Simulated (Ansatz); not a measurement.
Elastic constants of TiO2: input and output

These are results of DFT PBE0, scalar-relativistic, plane waves, PAW (Ansatz), not measurements.

Launched with:
```bash
ansatz run input.yaml --threads 4 --pin off --max-ram 12288MiB --backend cpu --events-out ev --progress --plain --runs-dir out
```

Input (bare energies are in eV):
```yaml
crystal:
  lattice:
    - [0.0, 2.3855, 2.3855]
    - [2.3855, 0.0, 2.3855]
    - [2.3855, 2.3855, 0.0]
  atoms:
    - { symbol: Ti, position: [0.0, 0.0, 0.0] }
    - { symbol: O, position: [0.25, 0.25, 0.25] }
    - { symbol: O, position: [0.75, 0.75, 0.75] }
basis:
  ecutwfc: 420
kpoints:
  mp_grid: { grid: [6, 6, 6] }
hamiltonian:
  xc: pbe0
scf:
  occupations: { method: fixed }
output:
  forces: true
  stress: true
  eigenvalues: true
elastic:
  mode: relaxed_ion
  stencil: two_point
```

From the output:
```
--- Elastic constants: 2 strain directions × 2 members + reference (group order 48) ---
  dense FFT box of the reference and of every strained cell: 24×24×24
  strains applied: 11, 23; error gains: componentwise 1.00 (the most a stress slope's error grows in a printed constant), spectral 1.73 (1 for all six strains in a standard setting)
  C = ∂σ_k/∂η_j (tension-positive GPa; Voigt order 11 22 33 23 13 12):
       703.287     84.573     84.573     -0.000      0.000      0.000
        84.573    703.287     84.573      0.000      0.000     -0.000
        84.573     84.573    703.287     -0.000     -0.000      0.000
         0.000      0.000      0.000     43.718     -0.000      0.000
         0.000     -0.000      0.000      0.000     43.718      0.000
         0.000     -0.000      0.000     -0.000      0.000     43.718
  reference stress σ⁰ (GPa):      0.008      0.008      0.008      0.000     -0.000      0.000
  C* (energy form; C + prestress term) asymmetry max|C*_kj − C*_jk| = 2.842e-14 GPa — a small one proves nothing (zero by symmetry where the batch's group is 432, −43m or m−3m); a large one is finite-difference/SCF noise where every solve ...
  moduli (Voigt/Reuss/Hill, GPa): K = 290.81/290.81/290.81   G = 149.97/66.59/108.28   E = 288.98   ν = 0.334
  mechanically stable: yes (min eigenvalue of sym C = 43.72 GPa)
  strain η (Voigt 11):  stress-route row diagonal C_11 = 703.29 GPa, energy-path curvature d²(F+E_count+ΔE)/dδ²/Ω₀ = 702.41 GPa
         δ    σ_11 (GPa) F (eV) n_scf n_hpsi n_pw
    -2.000e-3      -1.4050       -3637.4546130      39   59740    544   relax 0 steps, max|allowed force component| 5.55e-17 eV/Å
     2.000e-3       1.4081       -3637.4545264      38   58671    544   relax 0 steps, max|allowed force component| 5.55e-17 eV/Å
  strain η (Voigt 23):  stress-route row diagonal C_44 = 43.72 GPa, energy-path curvature d²(F+E_count+ΔE)/dδ²/Ω₀ = 43.28 GPa
         δ    σ_23 (GPa) F (eV) n_scf n_hpsi n_pw
    -2.000e-3      -0.0874       -3637.4547886       2    6088    544   relax 3 steps, max|allowed force component| 9.31e-7 eV/Å
     2.000e-3       0.0874       -3637.4547886       2    5908    544   relax 2 steps, max|allowed force component| 1.84e-6 eV/Å
```

The run took 58 s on 4 threads of Arm Neoverse V2, on a shared host, peak memory 1.1 GiB.

The cell is the ideal cubic fluorite prototype; this isn't the usual structure of the compound.